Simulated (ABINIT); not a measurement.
**Beyond one shot: KI (Fm-3m)**

Aim: iterate the self-energy on KI (Fm-3m) and follow the gap from cycle to cycle.

Main program and level: ABINIT 10.8.3; PBE and many-body steps on it, plane waves.

## (1) The structure

Symmetry: Fm-3m, No. 225, cubic system. The conventional cell has a = 7.066 Å, b = 7.066 Å, c = 7.066 Å, α = 90.00°, β = 90.00°, γ = 90.00°. K has 6 I at 3.53 Å nearest. Nearest to I lie 6 K at 3.53 Å. Farther neighbours and most contacts between anions are not listed.

As a file:

```cif
data_structure
_symmetry_space_group_name_H-M 'P 1'
_symmetry_Int_Tables_number 1
_cell_length_a 4.9961
_cell_length_b 4.9961
_cell_length_c 4.9961
_cell_angle_alpha 60.000
_cell_angle_beta 60.000
_cell_angle_gamma 60.000
_cell_volume 88.18
loop_
_atom_site_label
_atom_site_type_symbol
_atom_site_fract_x
_atom_site_fract_y
_atom_site_fract_z
_atom_site_occupancy
K1 K 0.00000 0.00000 0.00000 1
I2 I 0.50000 0.50000 0.50000 1
```

The cell and positions come from the Crystallography Open Database and are kept as given unless a step says otherwise. Spin-orbit coupling is left out unless a step names it.

## (2) Empty states on the mesh, 2×2×2 mesh, 48 bands

This step: ABINIT 10.8.3; DFT, PBE, plane waves, norm-conserving pseudopotentials.

The sums over transitions need many empty states on a uniform mesh; this step solves for them.

run.abi

```
acell 3*1.0 Angstrom
rprim 
  0.000000000000 3.532775000000 3.532775000000
  3.532775000000 0.000000000000 3.532775000000
  3.532775000000 3.532775000000 -0.000000000000
ntypat 2
znucl 19 53
natom 2
typat 1 2
xred 
  0.000000000000 0.000000000000 0.000000000000
  0.500000000000 0.500000000000 0.500000000000
pp_dirpath "pseudos"
pseudos "K.upf, I.upf"
ecut 33
ngkpt 2 2 2
nshiftk 1
shiftk 0 0 0
kptopt 1
chksymbreak 0
iscf -2
irdden 1
istwfk *1
nband 48
nbdbuf 4
tolwfr 1e-09
nstep 60
prtvol 0
indata_prefix "in"
outdata_prefix "out"
tmpdata_prefix "tmp"
```

Launch:

```bash
$ OMP_NUM_THREADS=1 mpirun -n 4 abinit run.abi > log
```

Numbers of over 12 decimals in the logs are rounded to 6 here.

The log of the run:

```text
.Version 10.8.3 of ABINIT. v10.8.2 released Aug 2026.

 Symmetries : space group Fm -3 m (#225); Bravais cF (face-center cubic)
[... echo of the input left out ...]
== DATASET  1 ==================================================================
-   mpi_nproc: 4, omp_nthreads: 1 (-1 if OMP is not activated)
-    --> not optimal distribution: autoparal keyword recommended in input file <--

--- !DatasetInfo
iteration_state: {dtset: 1, }
dimensions: {natom: 2, nkpt: 3, mband: 48, nsppol: 1, nspinor: 1, nspden: 1, mpw: 5434, }
cutoff_energies: {ecut:  33.0, pawecutdg:  -1.0, }
[...]
0.83167    0.83167    0.83167    0.93888    1.01370    1.01370    1.01370    1.05617
   1.06846    1.06846    1.06846    1.13393    1.13393    1.13397    1.14093    1.14093
 prteigrs : prtvol=0 or 1, do not print more k-points.

== END DATASET(S) ==============================================================
================================================================================

 -outvars: echo values of variables after computation  --------
            nband          48
             nkpt           3
          spgroup         225
 [... the other variables as echoed above ...]

 Calculation completed.
```

The job ended after 7.5 s (4 MPI ranks of Arm Neoverse V2, shared host; peak memory 0.29 GiB).

This step gave:

```
gap                                                           : 3.962 eV
k of the valence top                                          : 0, 0, 0
k of the conduction bottom                                    : 0, 0, 0
least direct gap                                              : 3.962 eV
k points computed                                             : 3
lowest point of the top converged band, above the valence top : 29.47 eV
```

On this mesh the gap is 3.962 eV.

The density comes from a self-consistent run that is not shown.

## (3) Screening, 2×2×2 mesh, 44 bands, screening to 87.1 eV

The RPA dielectric matrix is built and inverted for each q.

This step: RPA screening on PBE, plane waves, norm-conserving pseudopotentials.

run.abi, as its differences from that of step 2:

```diff
@@ -20,10 +20,11 @@
 chksymbreak 0
-iscf -2
-irdden 1
 istwfk *1
-nband 48
-nbdbuf 4
-tolwfr 1e-09
-nstep 60
-prtvol 0
+occopt 1
+irdwfk 1
+optdriver 3
+nband 44
+ecuteps 3.2
+inclvkb 2
+awtr 1
+symchi 1
 indata_prefix "in"
```

The log of the run:

```text
.Version 10.8.3 of ABINIT. v10.8.2 released Aug 2026.

 Symmetries : space group Fm -3 m (#225); Bravais cF (face-center cubic)
[... echo of the input left out ...]
== DATASET  1 ==================================================================
-   mpi_nproc: 4, omp_nthreads: 1 (-1 if OMP is not activated)

--- !DatasetInfo
iteration_state: {dtset: 1, }
dimensions: {natom: 2, nkpt: 3, mband: 44, nsppol: 1, nspinor: 1, nspden: 1, mpw: 5434, }
cutoff_energies: {ecut:  33.0, pawecutdg:  -1.0, }
electrons: {nelect:   1.60000000E+01, charge:   0.00000000E+00, occopt:   1.00000000E+00, tsmear:   1.00000000E-02, }

 SCREENING: Calculation of the susceptibility and dielectric matrices

 Based on a program developped by R.W. Godby, V. Olevano, G. Onida, and L. Reining.
 Incorporated in ABINIT by V. Olevano, G.-M. Rignanese, and M. Torrent.
.Using double precision arithmetic ; gwpc =  8

[... cell and pseudopotentials left out ...]
--------------------------------------------------------------------------------

 ==== K-mesh for the wavefunctions ====
 Number of points in the irreducible wedge :     3
[... list of points left out ...]
 Together with 48 symmetry operations and time-reversal symmetry
 yields     8 points in the full Brillouin Zone.

 ==== Q-mesh for the screening function ====
 Number of points in the irreducible wedge :     3
[... list of points left out ...]
 Together with 48 symmetry operations and time-reversal symmetry
 yields     8 points in the full Brillouin Zone.

 setmesh: FFT mesh size selected  =    32x   32x   32
          total number of points  =        32768

 vcoul_init : cutoff-mode = AUXILIARY_FUNCTION
 q-points for optical limit:   1
     1)      0.000010    0.000020    0.000030

- screening: taking advantage of time-reversal symmetry
- Maximum band index for partially occupied states nbvw = 8
- Remaining bands to be divided among processors   nbcw = 36
- Number of bands treated by each node ~9

 Number of electrons calculated from density =   16.0000; Expected =   16.0000
 average of density, n =  0.026887
 r_s =    2.0707
 omega_plasma =   15.8172 [eV]

 calculating chi0 at frequencies [eV] :
  1    0.000000E+00    0.000000E+00
  2    0.000000E+00    1.581715E+01

--------------------------------------------------------------------------------
  q-point number  1        q = ( 0.000000, 0.000000, 0.000000) [r.l.u.]
--------------------------------------------------------------------------------
[... chi0 elements left out ...]
 For q-point:  0.000010 0.000020 0.000030
  dielectric constant =   3.3287
  dielectric constant without local fields =   4.0395

  Average fulfillment of the sum rule on Im[epsilon] for q-point    1 :     57.68  [%]
[... wings left out ...]
  q-point number  2        q = ( 0.500000, 0.000000, 0.000000) [r.l.u.]
--------------------------------------------------------------------------------
[... chi0 elements left out ...]
  Average fulfillment of the sum rule on Im[epsilon] for q-point    2 :     69.76  [%]

 [... 1 further q-points ...]
```

Elapsed: 2.6 s, on 4 MPI ranks; peak memory 0.13 GiB.

Numbers from this step:

- ε∞ with local fields, on this mesh, along the program's q direction: 3.329
- the same without local fields: 4.040
- plasma frequency: 15.82 eV
- plane waves in the screening matrix: 169

Local fields lower ε∞ by 18 %. On a Γ-centred mesh this coarse the value itself is usually too large, while a short band sum pulls it down.

## (4) G0W0

The self-energy is evaluated for the states that the input lists, and the levels follow from it, in one-shot runs by the linearised quasiparticle equation.

This step: G0W0 on PBE, plane waves, norm-conserving pseudopotentials.

run.abi, as its differences from that of step 3:

```diff
@@ -23,8 +23,15 @@
 irdwfk 1
-optdriver 3
+optdriver 4
 nband 44
+gwcalctyp 0
+ecutsigx 33
+symsigma 1
+nkptgw 1
+kptgw 
+  0.0000000000 0.0000000000 0.0000000000
+bdgw 
+  6 12
 ecuteps 3.2
-inclvkb 2
-awtr 1
-symchi 1
+irdscr 1
+ppmodel 1
 indata_prefix "in"
```

The log of the run:

```text
.Version 10.8.3 of ABINIT. v10.8.2 released Aug 2026.

 Symmetries : space group Fm -3 m (#225); Bravais cF (face-center cubic)
[... echo of the input left out ...]
== DATASET  1 ==================================================================
-   mpi_nproc: 4, omp_nthreads: 1 (-1 if OMP is not activated)

--- !DatasetInfo
iteration_state: {dtset: 1, }
dimensions: {natom: 2, nkpt: 3, mband: 44, nsppol: 1, nspinor: 1, nspden: 1, mpw: 5434, }
cutoff_energies: {ecut:  33.0, pawecutdg:  -1.0, }
electrons: {nelect:   1.60000000E+01, charge:   0.00000000E+00, occopt:   1.00000000E+00, tsmear:   1.00000000E-02, }

 SIGMA: Calculation of the GW corrections

 Based on a program developped by R.W. Godby, V. Olevano, G. Onida, and L. Reining.
 Incorporated in ABINIT by V. Olevano, G.-M. Rignanese, and M. Torrent.
.Using double precision arithmetic ; gwpc =  8

[... cell and pseudopotentials left out ...]
--------------------------------------------------------------------------------

 ==== K-mesh for the wavefunctions ====
 Number of points in the irreducible wedge :     3
[... list of points left out ...]
 Together with 48 symmetry operations and time-reversal symmetry
 yields     8 points in the full Brillouin Zone.

 ==== Q-mesh for screening function ====
 Number of points in the irreducible wedge :     3
[... list of points left out ...]
 Together with 48 symmetry operations and time-reversal symmetry
 yields     8 points in the full Brillouin Zone.

 vcoul_init : cutoff-mode = AUXILIARY_FUNCTION
 q-points for optical limit:   1
     1)      0.000010    0.000020    0.000030
 setmesh: FFT mesh size selected  =    50x   50x   50
          total number of points  =       125000

 Number of electrons calculated from density =   16.0000; Expected =   16.0000
 average of density, n =  0.026887
 r_s =    2.0707
 omega_plasma =   15.8172 [eV]

 === KS Band Gaps ===
  >>>> For spin  1
   Minimum direct gap =   3.9625 [eV], located at k-point      :   0.0000  0.0000  0.0000
   Fundamental gap    =   3.9625 [eV], Top of valence bands at :   0.0000  0.0000  0.0000
                                       Bottom of conduction at :   0.0000  0.0000  0.0000
 SIGMA fundamental parameters:
 PLASMON POLE MODEL  1
 number of plane-waves for SigmaX                 5329
 number of plane-waves for SigmaC and W            169
 number of plane-waves for wavefunctions          5329
 number of bands                                    44
 number of independent spin polarizations            1
 number of spinorial components                      1
 number of k-points in IBZ                           3
 number of q-points in IBZ                           3
 number of symmetry operations                      48
 number of k-points in BZ                            8
 number of q-points in BZ                            8
 number of frequencies for dSigma/dE                 9
 frequency step for dSigma/dE [eV]                0.25
 number of omega for Sigma on real axis              0
 max omega for Sigma on real axis  [eV]           0.00
 zcut for avoiding poles [eV]                     0.10

 EPSILON^-1 parameters (SCR file):
 dimension of the eps^-1 matrix on file            169
 dimension of the eps^-1 matrix used               169
 number of plane-waves for wavefunctions          5329
 number of bands                                    44
 number of q-points in IBZ                           3
 number of frequencies                               2
 number of real frequencies                          1
 number of imag frequencies                          1

 matrix elements of self-energy operator (all in [eV])

 Perturbative Calculation

--- !SelfEnergy_ee
iteration_state: {dtset: 1, }
kpoint     : [   0.000,    0.000,    0.000, ]
spin       : 1
KS_gap     :    3.962
QP_gap     :    5.517
Delta_QP_KS:    1.555
data: !SigmaeeData |
     Band     E0 <VxcDFT>   SigX SigC(E0)      Z dSigC/dE  Sig(E)    E-E0       E
        6   0.119 -11.197 -13.900   1.890   0.818  -0.222 -11.862  -0.665  -0.546
        7   0.119 -11.197 -13.900   1.890   0.818  -0.222 -11.862  -0.665  -0.546
        8   0.119 -11.197 -13.900   1.890   0.818  -0.222 -11.862  -0.665  -0.546
        9   4.081  -6.337  -2.612  -2.679   0.851  -0.175  -5.447   0.890   4.971
       10   6.624  -7.721  -3.357  -2.604   0.847  -0.181  -6.231   1.490   8.114
       11   6.624  -7.721  -3.357  -2.604   0.847  -0.181  -6.231   1.490   8.114
       12   6.624  -7.721  -3.357  -2.604   0.847  -0.181  -6.231   1.490   8.114

== END DATASET(S) ==============================================================
================================================================================

 -outvars: echo values of variables after computation  --------
           etotal      0.0000000000E+00
            nband          44
             nkpt           3
          spgroup         225
 [... the other variables as echoed above ...]

 Calculation completed.
```

The job ended after 2.6 s (4 MPI ranks; peak memory 0.17 GiB; 10 s of CPU time).

This step gave:

| Quantity | Value |
| --- | --- |
| G0W0 gap on the points computed | 5.517 eV |
| starting gap on the mesh | 3.962 eV |
| k of the valence top | 0, 0, 0 |
| k of the conduction bottom | 0, 0, 0 |
| Z at the valence top | 0.818 |
| Z at the conduction bottom | 0.851 |
| least direct G0W0 gap on the computed points | 5.517 eV |

The gap on the mesh goes from 3.96 eV to 5.52 eV, a correction of +1.55 eV.

## (5) Self-consistent COHSEX, cycle 1

This step: self-consistent COHSEX on PBE, plane waves, norm-conserving pseudopotentials.

run.abi, as its differences from that of step 4:

```diff
@@ -25,13 +25,16 @@
 nband 44
-gwcalctyp 0
+gwcalctyp 27
 ecutsigx 33
-symsigma 1
-nkptgw 1
+symsigma 0
+nkptgw 3
 kptgw 
   0.0000000000 0.0000000000 0.0000000000
+  0.5000000000 0.0000000000 0.0000000000
+  0.5000000000 0.5000000000 0.0000000000
 bdgw 
-  6 12
+  1 15
+  1 15
+  1 15
 ecuteps 3.2
 irdscr 1
-ppmodel 1
 indata_prefix "in"
```

The log of the run:

```text
.Version 10.8.3 of ABINIT. v10.8.2 released Aug 2026.

 Symmetries : space group Fm -3 m (#225); Bravais cF (face-center cubic)
[... echo of the input left out ...]
== DATASET  1 ==================================================================
-   mpi_nproc: 4, omp_nthreads: 1 (-1 if OMP is not activated)

--- !DatasetInfo
iteration_state: {dtset: 1, }
dimensions: {natom: 2, nkpt: 3, mband: 44, nsppol: 1, nspinor: 1, nspden: 1, mpw: 5434, }
cutoff_energies: {ecut:  33.0, pawecutdg:  -1.0, }
electrons: {nelect:   1.60000000E+01, charge:   0.00000000E+00, occopt:   1.00000000E+00, tsmear:   1.00000000E-02, }

 SIGMA: Calculation of the GW corrections

 Based on a program developped by R.W. Godby, V. Olevano, G. Onida, and L. Reining.
 Incorporated in ABINIT by V. Olevano, G.-M. Rignanese, and M. Torrent.
.Using double precision arithmetic ; gwpc =  8

[... cell and pseudopotentials left out ...]
--------------------------------------------------------------------------------

 ==== K-mesh for the wavefunctions ====
 Number of points in the irreducible wedge :     3
[... list of points left out ...]
 Together with 48 symmetry operations and time-reversal symmetry
 yields     8 points in the full Brillouin Zone.

 ==== Q-mesh for screening function ====
 Number of points in the irreducible wedge :     3
[... list of points left out ...]
 Together with 48 symmetry operations and time-reversal symmetry
 yields     8 points in the full Brillouin Zone.

 vcoul_init : cutoff-mode = AUXILIARY_FUNCTION
 q-points for optical limit:   1
     1)      0.000010    0.000020    0.000030
 setmesh: FFT mesh size selected  =    50x   50x   50
          total number of points  =       125000

 Number of electrons calculated from density =   16.0000; Expected =   16.0000
[...]
--- !SelfEnergy_ee
iteration_state: {dtset: 1, }
kpoint     : [   0.500,    0.000,    0.000, ]
spin       : 1
KS_gap     :    5.860
QP_gap     :    8.506
Delta_QP_KS:    2.645
data: !SigmaeeData |
     Band     E_DFT   <VxcDFT>   E(N-1)  <Hhartree>   SigX  SigC[E(N-1)]    Z     dSigC/dE  Sig[E(N)]  DeltaE  E(N)_pert E(N)_diago
[...]
--- !SelfEnergy_ee
iteration_state: {dtset: 1, }
kpoint     : [   0.500,    0.500,    0.000, ]
spin       : 1
KS_gap     :    5.305
QP_gap     :    8.187
Delta_QP_KS:    2.881
data: !SigmaeeData |
     Band     E_DFT   <VxcDFT>   E(N-1)  <Hhartree>   SigX  SigC[E(N-1)]    Z     dSigC/dE  Sig[E(N)]  DeltaE  E(N)_pert E(N)_diago
[...]
14     9.692   -11.567     9.692    21.259    -5.195    -4.332     1.000     0.000    -9.527     2.039    11.732    11.730
       15     9.692   -11.567     9.692    21.259    -5.195    -4.334     1.000     0.000    -9.529     2.038    11.730    11.732

 New Fermi energy :        3.135811E-02 Ha ,    8.532977E-01 eV
 New Exchange energy :    -5.961781E+00 Ha ,   -1.622283E+02 eV

 === QP Band Gaps ===
  >>>> For spin  1
   Minimum direct gap =   6.5518 [eV], located at k-point      :   0.0000  0.0000  0.0000
   Fundamental gap    =   6.5518 [eV], Top of valence bands at :   0.0000  0.0000  0.0000
                                       Bottom of conduction at :   0.0000  0.0000  0.0000

 writing QP data on file : out_QPS

 Convergence of QP corrections
 >>>>> For spin  1 <<<<<
.  kptgw no:  1; Maximum DeltaE = (  -5.420   0.000) for band index:  1
.  kptgw no:  2; Maximum DeltaE = (  -5.421   0.000) for band index:  1
.  kptgw no:  3; Maximum DeltaE = (  -5.419   0.000) for band index:  1

== END DATASET(S) ==============================================================
================================================================================

 -outvars: echo values of variables after computation  --------
           etotal      0.0000000000E+00
            nband          44
             nkpt           3
          spgroup         225
 [... the other variables as echoed above ...]

 Calculation completed.
```

Run time: 4.4 s. Hardware: 4 MPI ranks; peak memory 0.96 GiB.

This step gave:

| Item | Value |
| --- | --- |
| quasiparticle gap on the points computed | 6.552 eV |
| gap of the density functional on the mesh | 3.962 eV |
| k of the valence top | 0, 0, 0 |
| k of the conduction bottom | 0, 0, 0 |
| Z at the valence top | 1 |
| Z at the conduction bottom | 1 |
| least direct quasiparticle gap on the computed points | 6.552 eV |

Against G0W0 in ABINIT (2×2×2 mesh, 44 bands, screening to 87.1 eV, Godby-Needs plasmon pole), the gap moves by +1.035 eV.

(Part 1 of 3 ends here.)

[Paths, hosts, dates, memory and timing lines, banners, echoed tables and standing remarks are left out of the program output.]

[Logs are printed without paths, hosts, clocks, repeated set-up lines and the standing remarks that a program may print on its own settings, such as how far it seeks lower states.]

[Runs of the session that timed out or met a known fault of the program may be left out.]

[Hosts, paths, dates, database ids (printed as entryN), source tags and the programs' standing remarks are cut or masked in the printed files.]

[G0W0 gaps are taken among the corrected bands and points alone; a level outside them can change the order at an edge.]

[Where Ansatz stands beside ABINIT at settings called matched, ABINIT's density can come from a denser mesh and the files from another edition; pairs whose starting gaps differed by over 0.03 eV were left out, so agreement reads better than it is.]
